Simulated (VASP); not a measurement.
# Cu in VASP: a series of runs

One slab, Cu, is run at these levels: optB86b-vdW, PBE+D4, optPBE-vdW; tasks: relaxation of the atoms, single point.

All numbers are computed with VASP 6.6.1; they aren't measurements. Logs are shortened: lines on timing, memory, paths and dates and some standing lists are left out, and cuts for length are marked.

### Step 1. The cell of the first run

The cell holds a slab with vacuum, 5 atoms: a = 2.531 Å, b = 2.531 Å, c = 23.262 Å, α = 90.00°, β = 90.00°, γ = 120.00°.

The slab is cut from a database's or a generator's crystal, which needn't be the stable form of the element.

### Step 2. Relaxation of the atoms, optB86b-vdW (the (0 0 1) slab of Cu, cut from the database cell, not relaxed)

INCAR

```
PREC     = Accurate       # precision mode
ENCUT    = 520            # plane-wave cutoff, eV
EDIFF    = 1E-6           # SCF threshold, eV
ISMEAR   = 0              # smearing method
SIGMA    = 0.05           # smearing width, eV
LREAL    = False          # projectors in reciprocal space
LASPH    = True           # aspherical terms in the spheres
NELM     = 80             # most SCF steps
ALGO     = Normal         # electronic algorithm
ISIF     = 2              # what is computed and relaxed
LWAVE    = False          # write WAVECAR
LCHARG   = False          # write CHGCAR
LDIPOL   = True         
IDIPOL   = 3            
DIPOL    = 0.5 0.5 0.500
GGA      = MK             # functional
LUSE_VDW = True         
AGGAC    = 0.0          
PARAM1   = 0.1234       
PARAM2   = 1.0          
IBRION   = 2              # ionic algorithm
NSW      = 40             # ionic steps
EDIFFG   = -0.01          # ionic threshold
```

KPOINTS

```
regular mesh
0
Gamma
  12 12 1
```

POSCAR

```
Cu
1.0
    2.5307640267      0.0000000000      0.0000000000
   -1.2653820133      2.1917059381      0.0000000000
    0.0000000000      0.0000000000     23.2618150800
Cu
5
Selective dynamics
Direct
    0.0000000000      0.0000000000      0.3224168008  F F F
    0.3333333300      0.6666666600      0.4112084004  F F F
    0.0000000000      0.0000000000      0.5000000000  T T T
    0.6666666700      0.3333333400      0.5887915996  T T T
    0.0000000000      0.0000000000      0.6775831992  T T T
```

Potentials or basis: VASP PAW PBE potentials, release 64 (Cu).

Launch:

```console
cat potpaw_PBE.64/Cu/POTCAR > POTCAR
mpirun -np 1 vasp_std > vasp.out
```

OUTCAR:

```text
PREC = Accurate
   ENCUT = 520
   EDIFF = 1E-6
   ISMEAR = 0
   LREAL = False
   LASPH = True
   NELM = 80
   ISIF = 2
   GGA = MK
   IBRION = 2
   NSW = 40
   EDIFFG = -0.01

 ion  position               nearest neighbor table
   1  0.000  0.000  0.322-   2 2.53   2 2.53   2 2.53
   2  0.333  0.667  0.411-   1 2.53   3 2.53   1 2.53   3 2.53   1 2.53   3 2.53
   3  0.000  0.000  0.500-   2 2.53   4 2.53   4 2.53   2 2.53   4 2.53   2 2.53
   4  0.667  0.333  0.589-   3 2.53   5 2.53   3 2.53   5 2.53   3 2.53   5 2.53
   5  0.000  0.000  0.678-   4 2.53   4 2.53   4 2.53

  LATTYP: Found a hexagonal cell.
 ALAT       =     2.5307640267
 C/A-ratio  =     9.1916175647

  Lattice vectors:

 A1 = (   2.5307640267,   0.0000000000,   0.0000000000)
 A2 = (  -1.2653820133,   2.1917059381,   0.0000000000)
 A3 = (   0.0000000000,   0.0000000000,  23.2618150800)

Analysis of symmetry for initial positions (statically):
=====================================================================
 Subroutine PRICEL returns:
 Original cell was already a primitive cell.

 Routine SETGRP: Setting up the symmetry group for a
 hexagonal supercell.

 Subroutine GETGRP returns: Found 12 space group operations
 (whereof 12 operations were pure point group operations)
 out of a pool of 24 trial point group operations.

The static configuration has the point symmetry D_3d.

Analysis of symmetry for dynamics (positions and initial velocities):
=====================================================================
 Subroutine PRICEL returns:
 Original cell was already a primitive cell.

 Routine SETGRP: Setting up the symmetry group for a
 hexagonal supercell.

 Subroutine GETGRP returns: Found 12 space group operations
 (whereof 12 operations were pure point group operations)
 out of a pool of 24 trial point group operations.

The dynamic configuration has the point symmetry D_3d.

Analysis of constrained symmetry for selective dynamics:
=====================================================================
 Subroutine PRICEL returns:
 Original cell was already a primitive cell.

 Routine SETGRP: Setting up the symmetry group for a
 hexagonal supercell.

 Subroutine GETGRP returns: Found  6 space group operations
 (whereof  6 operations were pure point group operations)
 out of a pool of 24 trial point group operations.

The constrained configuration has the point symmetry C_3v.

 Subroutine INISYM returns: Found  6 space group operations
 (whereof  6 operations are pure point group operations),
 and found     1 'primitive' translations

----------------------------------------------------------------------------------------

                                     Primitive cell

  volume of cell :     129.0261

  direct lattice vectors                    reciprocal lattice vectors
     2.530764027  0.000000000  0.000000000     0.395137591  0.228132794  0.000000000
    -1.265382013  2.191705938  0.000000000     0.000000000  0.456265589  0.000000000
     0.000000000  0.000000000 23.261815080     0.000000000  0.000000000  0.042988907

  length of vectors
     2.530764027  2.530764027 23.261815080     0.456265589  0.456265589  0.042988907

  position of ions in fractional coordinates (direct lattice)
     0.000000000  0.000000000  0.322416801
     0.333333330  0.666666660  0.411208400
     0.000000000  0.000000000  0.500000000
     0.666666670  0.333333340  0.588791600
     0.000000000  0.000000000  0.677583199

  ion indices of the primitive-cell ions
   primitive index   ion index
                 1           1
                 2           2
                 3           3
                 4           4
                 5           5

----------------------------------------------------------------------------------------

 KPOINTS: regular mesh

Automatic generation of k-mesh.
 Grid dimensions read from file:
 generate k-points for:   12   12    1

 Generating k-lattice:

  Cartesian coordinates                     Fractional coordinates (reciprocal lattice)
     0.032928133  0.019011066  0.000000000     0.083333333  0.000000000  0.000000000
     0.000000000  0.038022132  0.000000000     0.000000000  0.083333333  0.000000000
     0.000000000  0.000000000  0.042988907     0.000000000  0.000000000  1.000000000

  Length of vectors
     0.038022132  0.038022132  0.042988907

  Shift w.r.t. Gamma in fractional coordinates (k-lattice)
     0.000000000  0.000000000  0.000000000

 Subroutine IBZKPT returns following result:
 ===========================================

 Found     19 irreducible k-points:

 Following reciprocal coordinates:
            Coordinates               Weight
  0.000000  0.000000  0.000000      1.000000
  0.083333  0.000000  0.000000      6.000000
  0.166667 -0.000000  0.000000      6.000000
  0.250000  0.000000  0.000000      6.000000
  0.333333  0.000000  0.000000      6.000000
  0.416667  0.000000  0.000000      6.000000
[... 11 lines left out ...]
  0.333333  0.250000  0.000000     12.000000
  0.333333  0.333333  0.000000      2.000000
   k-points           NKPTS =     19   k-points in BZ     NKDIM =     19   number of bands    NBANDS=     33
   number of dos      NEDOS =    301   number of ions     NIONS =      5
   total plane-waves  NPLWV =  72000
   dimension x,y,z NGX =    20 NGY =   20 NGZ =  180
   dimension x,y,z NGXF=    40 NGYF=   40 NGZF=  360
   ions per type =               5
   NGX,Y,Z   is equivalent  to a cutoff of  13.14, 13.14, 12.86 a.u.
   NGXF,Y,Z  is equivalent  to a cutoff of  26.28, 26.28, 25.73 a.u.
 SYSTEM =  unknown system
   PREC   = accura    normal or accurate (medium, high low for compatibility)
   ISTART =      0    job   : 0-new  1-cont  2-samecut
   ICHARG =      2    charge: 1-file 2-atom 10-const
   ISPIN  =      1    spin polarized calculation?
   LNONCOLLINEAR =      F non collinear calculations
   LSORBIT =      F    spin-orbit coupling
   LASPH  =      T    aspherical Exc in radial PAW
   ENCUT  =  520.0 eV  38.22 Ry    6.18 a.u.   4.71  4.71 43.25*2*pi/ulx,y,z
   NELM   =     80;   NELMIN=  2; NELMDL= -5     # of ELM steps
   EDIFF  = 0.1E-05   stopping-criterion for ELM
   LREAL  =      F    real-space projection
   EDIFFG = -.1E-01   stopping-criterion for IOM
   NSW    =     40    number of steps for IOM
   IBRION =      2    ionic relax: 0-MD 1-quasi-New 2-CG
   NFREE  =      1    steps in history (QN), initial steepest desc. (CG)
   ISIF   =      2    stress and relaxation
   ISYM   =      2    0-nonsym 1-usesym 2-fastsym
   POTIM  = 0.5000    time-step for ionic-motion
   TEBEG  =    0.0;   TEEND  =   0.0 temperature during run
   PSTRESS=    0.0 pullay stress
   NELECT =      55.0000    total number of electrons
   NUPDOWN=      -1.0000    fix difference up-down
   EMIN   =  10.00;   EMAX   =-10.00  energy-range for DOS
[... 5 lines left out ...]
     AMIX     =   0.40;   BMIX     =  1.00
     AMIX_MAG =   1.60;   BMIX_MAG =  1.00
  volume/ion in A,a.u.               =      25.81       174.14
  Fermi-wavevector in a.u.,A,eV,Ry     =   1.232073  2.328281 20.653707  1.518005
  Thomas-Fermi vector in A             =   2.366858
   LORBIT       =      0    0 simple, 1 ext, 2 COOP (PROOUT), +10 PAW based schemes
   GGA     = MK    functional components
   LHFCALC =     F    Hartree Fock is set to
   AEXX    =    0.0000 exact exchange contribution
   IVDW_NL    =     1    kernel type
   BPARAM     = 6.3000
   IVDW    =     0    specifies the selected vdW correction
   LEPSILON=     F    determine dielectric tensor
   LRPA    =     F    only Hartree local field effects (RPA)
 conjugate gradient relaxation of ions
 non-spin polarized calculation
 Gauss-broadening in eV      SIGMA  =   0.05
  energy-cutoff  :      520.00
  volume of cell :      129.03
 maximum number of plane-waves:      3507
 NGX is ok and might be reduce to    20
   NGX =  9   NGY =  9   NGZ = 87

--------------------------------------- Ionic step        1  -------------------------------------------

 number of electron      54.9999997 magnetization

 Free energy of the ion-electron system (eV)
  ---------------------------------------------------
  ext. energy  EPLUGINS =         0.00000000
  ---------------------------------------------------
  free energy    TOTEN  =        -3.44603925 eV

  energy without entropy =       -3.44314962  energy(sigma->0) =       -3.44459444

------------------------ aborting loop because EDIFF is reached ----------------------------------------

  FORCE on cell =-STRESS in cart. coord.  units (eV):
  Direction    XX          YY          ZZ          XY          YZ          ZX
  --------------------------------------------------------------------------------------
  -------------------------------------------------------------------------------------
  Total       -0.1377757     -0.1377757      0.1716045     -0.0000000     -0.0000000      0.0000000
  in kB       -1.7108251     -1.7108251      2.1308928     -0.0000000     -0.0000000      0.0000000
  external PRESSURE =      -0.4302524 kB  Pullay stress =       0.0000000 kB
[... 143 lines left out ...]
  FREE ENERGIE OF THE ION-ELECTRON SYSTEM (eV)
  ---------------------------------------------------
  free  energy   TOTEN  =        -3.4461678998 eV

  energy  without entropy=       -3.4432486844  energy(sigma->0) =       -3.44470829

Total vdW correction in eV:     10.8308791

 dipolmoment           0.000000      0.000000     -0.000449 electrons x Angstroem

--------------------------------------- Ionic step        5  -------------------------------------------

 number of electron      54.9999996 magnetization

 dipolmoment           0.000000      0.000000      0.000074 electrons x Angstroem

 Free energy of the ion-electron system (eV)
  ---------------------------------------------------
  ext. energy  EPLUGINS =         0.00000000
  ---------------------------------------------------
  free energy    TOTEN  =        -3.44618125 eV

  energy without entropy =       -3.44325254  energy(sigma->0) =       -3.44471690

 E-fermi :   0.7603     XC(G=0):  -7.0508

 val. band max:        0.7068070654   @ k =   0.1667   0.1667   0.0000
 cond. band min:       0.7886227712   @ k =   0.0833   0.0833   0.0000
 fundamental gap:      0.0818157058
 Fermi energy:         0.7603039290

 k-point     1 :       0.0000    0.0000    0.0000
  band No.  band energies     occupation
      1      -8.3896      2.00000
      2      -7.5171      2.00000
      3      -6.1636      2.00000
      4      -4.9242      2.00000
      5      -4.4367      2.00000
      6      -2.3959      2.00000
[... 673 lines left out ...]
     32       6.0255      0.00000
     33       6.0256      0.00000

------------------------ aborting loop because EDIFF is reached ----------------------------------------

 vacuum level on the upper side and lower side of the slab       (xc-potential included)        -1.718        -1.701

  FORCE on cell =-STRESS in cart. coord.  units (eV):
  Direction    XX          YY          ZZ          XY          YZ          ZX
  --------------------------------------------------------------------------------------
  -------------------------------------------------------------------------------------
  Total       -0.1587573     -0.1587573      0.1145988     -0.0000000     -0.0000000      0.0000000
  in kB       -1.9713636     -1.9713636      1.4230272     -0.0000000     -0.0000000      0.0000000
  external PRESSURE =      -0.8399000 kB  Pullay stress =       0.0000000 kB

 VOLUME and BASIS-vectors are now :
 -----------------------------------------------------------------------------
  energy-cutoff  :      520.00
  volume of cell :      129.03
      direct lattice vectors                 reciprocal lattice vectors
     2.530764027  0.000000000  0.000000000     0.395137591  0.228132794  0.000000000
    -1.265382013  2.191705938  0.000000000     0.000000000  0.456265589  0.000000000
     0.000000000  0.000000000 23.261815080     0.000000000  0.000000000  0.042988907
[... 11 lines left out ...]
  FREE ENERGIE OF THE ION-ELECTRON SYSTEM (eV)
  ---------------------------------------------------
  free  energy   TOTEN  =        -3.4461812491 eV

  energy  without entropy=       -3.4432525447  energy(sigma->0) =       -3.44471690

Total vdW correction in eV:     10.8314048

 reached required accuracy - stopping structural energy minimisation

 vacuum level on the upper side and lower side of the slab         3.580         3.654
```

It took 9.5 min on 1 thread of Intel Xeon 6975P-C (Granite Rapids), shared host; peak memory 0.66 GiB.

Results:

```yaml
Free_energy: -3.4462 eV
Energy_gained_by_relaxing: 0.0 meV/atom
Ionic_steps: 5
Band_gap_on_the_k_mesh: none (metal or under the smearing width)
```

Step by step:
```
step  energy change (eV)  largest force (eV/Å)  pressure (GPa)
   1              0.0000                0.0370           -0.04
   2             -0.0001                0.0368           -0.07
   3             -0.0001                0.0364           -0.07
   4             -0.0001                0.0364           -0.06
   5             -0.0001                0.0367           -0.08
```

Final structure:
```cif
data_structure
_symmetry_space_group_name_H-M 'P 1'
_symmetry_Int_Tables_number 1
_cell_length_a 2.5308
_cell_length_b 2.5308
_cell_length_c 23.2618
_cell_angle_alpha 90.000
_cell_angle_beta 90.000
_cell_angle_gamma 120.000
_cell_volume 129.03
loop_
_atom_site_label
_atom_site_type_symbol
_atom_site_fract_x
_atom_site_fract_y
_atom_site_fract_z
_atom_site_occupancy
Cu1 Cu 0.00000 0.00000 0.32242 1
Cu2 Cu 0.33333 0.66667 0.41121 1
Cu3 Cu 0.00000 0.00000 0.49993 1
Cu4 Cu 0.66667 0.33333 0.58874 1
Cu5 Cu 0.00000 0.00000 0.67785 1
```

Levels at points of the mesh, in eV from the Fermi level:
| k point | band 26 | band 27 | band 28 | band 29 | band 30 | band 31 |
| --- | --- | --- | --- | --- | --- | --- |
| (0.00, 0.00, 0.00) | -1.69 | -1.69 | -1.63 | -1.63 | -1.03 | -0.32 |
| (0.50, 0.00, 0.00) | -0.10 | 0.53 | 0.87 | 1.54 | 1.68 | 4.85 |

Caveat: the PAW data sets were made with another functional, which shifts forces and pressure a little.

### Step 3. Relaxation of the atoms, PBE+D4 (the (0 0 1) slab of Cu, cut from the database cell, not relaxed)

INCAR

```
SYSTEM = Cu
PREC = Accurate
ENCUT = 520
EDIFF = 1E-6
ISMEAR = 0
SIGMA = 0.05
LREAL = .False.
LASPH = .True.
NELM = 80
ALGO = Normal
ISIF = 2
LWAVE = .False.
LCHARG = .False.
LDIPOL = .True.
IDIPOL = 3
DIPOL = 0.5 0.5 0.500
GGA = PE
IVDW = 13
IBRION = 2
NSW = 40
EDIFFG = -0.02
```

KPOINTS

```
regular mesh
0
Gamma
  12 12 1
  0 0 0
```

POSCAR is that of step 2.

Potentials or basis: VASP PAW PBE potentials, release 64 (Cu).

Launch:

```console
cat potpaw_PBE.64/Cu/POTCAR > POTCAR
mpirun -np 1 vasp_std > vasp.out
```

It took 7.7 min on 1 thread of Intel Xeon 6975P-C (Granite Rapids), shared host; peak memory 0.28 GiB.

It converged, with:

- Free energy: -20.0277 eV
- Energy gained by relaxing: 0.3 meV/atom
- Ionic steps: 11
- Band gap on the k mesh: none (metal or under the smearing width)
- Dispersion energy per atom: -0.476 eV

Step by step:
```
step  energy change (eV)  largest force (eV/Å)  pressure (GPa)
   1              0.0000                0.0892           -0.97
   2             -0.0003                0.0891           -0.97
   3             -0.0004                0.0886           -0.95
   4             -0.0005                0.0878           -0.95
   5             -0.0005                0.0888           -0.94
   6             -0.0007                0.0774           -0.96
   7             -0.0011                0.0411           -0.93
   8             -0.0011                0.0928           -0.86
   9             -0.0012                0.0401           -0.91
  10             -0.0015                0.0302           -0.84
  11             -0.0017                0.0114           -0.76
```

Final structure:
```
CELL_PARAMETERS angstrom
2.53076 0.00000 0.00000
-1.26538 2.19171 0.00000
0.00000 0.00000 23.26182
ATOMIC_POSITIONS crystal
Cu 0.00000 0.00000 0.32242
Cu 0.33333 0.66667 0.41121
Cu 0.00000 0.00000 0.49924
Cu 0.66667 0.33333 0.58724
Cu 0.00000 0.00000 0.67619
```

Levels at points of the mesh, in eV from the Fermi level:
```
           k point  band 26  band 27  band 28  band 29  band 30  band 31
(0.00, 0.00, 0.00)    -1.70    -1.70    -1.63    -1.63    -1.04    -0.33
(0.50, 0.00, 0.00)    -0.16     0.48     0.80     1.50     1.65     4.87
```

(Part 1 of 2 ends here.)
